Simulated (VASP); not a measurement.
# InP (F-43m) in VASP: settings compared, part 2 of 2

VASP 6.6.1. The steps go on from the part before.

### 3 Single point, RPBE+D3(BJ)

This run uses another cell than the first one, of 23.30 Å³/atom, 0.926 times its volume.

File INCAR:

```
SYSTEM = InP
  PREC = Accurate
  ENCUT = 520
  EDIFF = 1E-6
  ISMEAR = -1
  SIGMA = 0.05
  LREAL = .FALSE.
  LASPH = .TRUE.
  NELM = 80
  ALGO = Normal
  ISIF = 2
  LWAVE = .FALSE.
  LCHARG = .TRUE.
  GGA = RP
  IVDW = 12
  LELF = .TRUE.
  LVHAR = .TRUE.
  NBANDS = 16
```

File KPOINTS:

```
Automatic mesh
0
G
  8 8 8
  0 0 0
```

File POSCAR:

```
InP
1.0
    0.0000000000      2.8562658793      2.8562658793
    2.8562658793      0.0000000000      2.8562658793
    2.8562658793      2.8562658793      0.0000000000
In P
1 1
Direct
    0.0000000000      0.0000000000      0.0000000000
    0.7500000000      0.7500000000      0.7500000000
```

Potentials or basis: VASP PAW PBE potentials, release 64 (In_d, P).

Command:

```bash
cat potpaw_PBE.64/In_d/POTCAR potpaw_PBE.64/P/POTCAR > POTCAR
mpirun -np 1 vasp_std > vasp.out
```

Run time: 30 s. Hardware: 1 thread of Intel Xeon Platinum 8259CL at 2.50GHz (Skylake/Cascade Lake), shared host; peak memory 0.18 GiB.

It converged, with:

| Property | Result |
| --- | --- |
| Free energy | -10.5854 eV |
| Pressure | -0.1 GPa |
| Band gap on the k mesh | 1.26 eV, direct |
| Dispersion energy per atom | -1.544 eV |

Levels at points of the mesh, in eV from the valence-band top:
```csv
k point,band 5,band 6,band 7,band 8,band 9,band 10,band 11,band 12,band 13,band 14
"(0.00, 0.00, 0.00)",-14.19,-12.04,0.00,0.00,0.00,1.26,4.12,4.12,4.12,9.16
"(0.50, 0.00, 0.00)",-14.17,-10.06,-6.11,-1.08,-1.08,1.78,4.84,4.84,7.39,10.02
"(0.50, 0.50, 0.00)",-14.14,-9.32,-6.06,-2.58,-2.58,1.73,2.32,9.85,10.17,10.17
```

Caveat: the PAW data sets were made with another functional, which shifts forces and pressure a little; spin-orbit coupling is left out, which moves the levels of the heavy elements.

### 4 Single point, PBE

File INCAR:

```
SYSTEM = InP
  PREC = Accurate
  ENCUT = 520
  EDIFF = 1E-6
  ISMEAR = 0
  SIGMA = 0.015
  LREAL = .FALSE.
  LASPH = .TRUE.
  NELM = 100
  ALGO = Normal
  ISIF = 2
  LWAVE = .FALSE.
  LCHARG = .FALSE.
  GGA = PE
  NBANDS = 16
```

File KPOINTS:

```
regular mesh
0
G
  8 8 8
  0 0 0
```

File POSCAR:

```
InP
1.0
    0.0000000000      2.9305000000      2.9305000000
    2.9305000000      0.0000000000      2.9305000000
    2.9305000000      2.9305000000      0.0000000000
In P
1 1
Direct
    0.0000000000      0.0000000000      0.0000000000
    0.7500000000      0.7500000000      0.7500000000
```

Command:

```bash
cat potpaw_PBE.64/In_d/POTCAR potpaw_PBE.64/P/POTCAR > POTCAR
mpirun -np 1 vasp_std > vasp.out
```

Run time: 20 s. Hardware: 1 thread of Intel Xeon Platinum 8259CL at 2.50GHz (Skylake/Cascade Lake), shared host; peak memory 0.18 GiB.

Results (log left out):

- Free energy: -8.3808 eV
- Pressure: 3.3 GPa
- Band gap on the k mesh: 0.71 eV, direct

Levels at points of the mesh, in eV from the valence-band top:
```csv
k point,band 7,band 8,band 9,band 10,band 11,band 12
"(0.00, 0.00, 0.00)",0.00,0.00,0.00,0.71,4.09,4.09
"(0.50, 0.00, 0.00)",-5.73,-0.97,-0.97,1.50,4.81,4.81
"(0.50, 0.50, 0.00)",-5.75,-2.32,-2.32,1.76,2.27,9.21
```

Caveat: spin-orbit coupling is left out, which moves the levels of the heavy elements. As with any semilocal functional, this PBE gap is likely too small.

### 5 Single point, PBE

File INCAR:

```
SYSTEM = InP
ALGO = Normal
EDIFF = 1E-7
ENCUT = 520
GGA = PE
ISIF = 2
ISMEAR = 0
LASPH = .True.
LCHARG = .False.
LREAL = .False.
LWAVE = .False.
NBANDS = 16
NELM = 100
PREC = Accurate
SIGMA = 0.027000000000000003
```

File KPOINTS:

```
k-points
0
Gamma
  8 8 8
  0 0 0
```

POSCAR is that of step 4.

Potentials or basis: VASP PAW PBE potentials, release 64 (In_d, P).

Command:

```bash
cat potpaw_PBE.64/In_d/POTCAR potpaw_PBE.64/P/POTCAR > POTCAR
mpirun -np 1 vasp_std > vasp.out
```

OUTCAR:

```text
SYSTEM = InP
   EDIFF = 1E-7
   ENCUT = 520
   GGA = PE
   ISIF = 2
   ISMEAR = 0
   LASPH = .True.
   LREAL = .False.
   NELM = 100
   PREC = Accurate

 ion  position               nearest neighbor table
   1  0.000  0.000  0.000-   2 2.54   2 2.54   2 2.54   2 2.54
   2  0.750  0.750  0.750-   1 2.54   1 2.54   1 2.54   1 2.54

  LATTYP: Found a face centered cubic cell.
 ALAT       =     5.8610000000

  Lattice vectors:

 A1 = (   0.0000000000,   2.9305000000,   2.9305000000)
 A2 = (   2.9305000000,   0.0000000000,   2.9305000000)
 A3 = (   2.9305000000,   2.9305000000,   0.0000000000)

Analysis of symmetry for initial positions (statically):
=====================================================================
 Subroutine PRICEL returns:
 Original cell was already a primitive cell.

 Routine SETGRP: Setting up the symmetry group for a
 face centered cubic supercell.

 Subroutine GETGRP returns: Found 24 space group operations
 (whereof 24 operations were pure point group operations)
 out of a pool of 48 trial point group operations.

The static configuration has the point symmetry T_d .

Analysis of symmetry for dynamics (positions and initial velocities):
[... 162 lines left out ...]
 cond. band min:       5.9014877099   @ k =   0.0000   0.0000   0.0000
 fundamental gap:      0.7120340224
 Fermi energy:         5.3683811914

 k-point     1 :       0.0000    0.0000    0.0000
  band No.  band energies     occupation
      1      -8.9969      2.00000
      2      -8.9969      2.00000
      3      -8.9969      2.00000
      4      -8.8448      2.00000
      5      -8.8448      2.00000
      6      -6.3279      2.00000
[... 433 lines left out ...]
      3      -8.9283      2.00000
      4      -8.8502      2.00000
      5      -8.8318      2.00000
      6      -4.2860      2.00000
[... 8 lines left out ...]
     15      15.8992      0.00000
     16      16.5206      0.00000

 [... further k-points ...]

------------------------ aborting loop because EDIFF is reached ----------------------------------------

  FORCE on cell =-STRESS in cart. coord.  units (eV):
  Direction    XX          YY          ZZ          XY          YZ          ZX
  --------------------------------------------------------------------------------------
  -------------------------------------------------------------------------------------
  Total        1.0312305      1.0312305      1.0312305     -0.0000000     -0.0000000      0.0000000
  in kB       32.8254858     32.8254858     32.8254858     -0.0000000     -0.0000000      0.0000000
  external PRESSURE =      32.8254858 kB  Pullay stress =       0.0000000 kB

 VOLUME and BASIS-vectors are now :
 -----------------------------------------------------------------------------
  energy-cutoff  :      520.00
  volume of cell :       50.33
      direct lattice vectors                 reciprocal lattice vectors
     0.000000000  2.930500000  2.930500000    -0.170619348  0.170619348  0.170619348
     2.930500000  0.000000000  2.930500000     0.170619348 -0.170619348  0.170619348
     2.930500000  2.930500000  0.000000000     0.170619348  0.170619348 -0.170619348

 POSITION                                       TOTAL-FORCE (eV/Angst)
 -----------------------------------------------------------------------------------
      0.00000      0.00000      0.00000         0.000000      0.000000      0.000000
      4.39575      4.39575      4.39575        -0.000000     -0.000000     -0.000000
 -----------------------------------------------------------------------------------
    total drift:                                0.000000      0.000000      0.000000

  FREE ENERGIE OF THE ION-ELECTRON SYSTEM (eV)
  ---------------------------------------------------
  free  energy   TOTEN  =        -8.3807873143 eV

  energy  without entropy=       -8.3807873143  energy(sigma->0) =       -8.38078731
```

It took 26 s on 1 thread of Intel Xeon Platinum 8259CL at 2.50GHz (Skylake/Cascade Lake), shared host; peak memory 0.18 GiB.

Results:

```
Free energy            : -8.3808 eV
Pressure               : 3.3 GPa
Band gap on the k mesh : 0.71 eV, direct
```

Caveat: spin-orbit coupling is left out, which moves the levels of the heavy elements. Expect the measured gap to be larger: semilocal functionals such as PBE lack the derivative discontinuity.

### 6 The runs side by side

| level | cell | k mesh | smearing | gap on the mesh (eV) | pressure (GPa) |
| --- | --- | --- | --- | --- | --- |
| PBE | a = 4.144 Å, angles 60.0°, 2 atoms | 6 × 6 × 6 | fermi-dirac 0.02 eV | 0.71 | 3.3 |
| RPBE+D3(BJ) | a = 4.039 Å, angles 60.0°, 2 atoms | 8 × 8 × 8 | fermi-dirac 0.05 eV | 1.26 | -0.1 |
| PBE | a = 4.144 Å, angles 60.0°, 2 atoms | 8 × 8 × 8 | gaussian 0.015 eV | 0.71 | 3.3 |
| PBE | a = 4.144 Å, angles 60.0°, 2 atoms | 8 × 8 × 8 | gaussian 0.027 eV | 0.71 | 3.3 |

Alike in all rows: task single point; potentials or basis VASP PAW PBE potentials, release 64 (In_d, P); no spin polarisation; cutoff (eV) 520.

On the cell as given the gap runs from 0.71 eV (PBE) to 0.71 eV (PBE); the meshes differ, which moves gaps too.

Caveats: spin-orbit coupling is left out, which moves the levels of the heavy elements; the PAW data sets were made with another functional, which shifts forces and pressure a little (some runs).

Total energies depend on the potentials used, so only differences within one code and one set of settings carry meaning.

### 7 How close it comes

Step 3. Measured gap of InP: 1.4236 eV (direct; 1.6 K; a printed reference work, data compilation). This calculation gives 1.26 eV (-0.16 eV). Spin-orbit coupling on In is left out. The value is that of RPBE+D3(BJ) on a finite k mesh, which can miss the band edges, without temperature or zero-point motion. Semilocal functionals fall short of measured gaps as a rule.
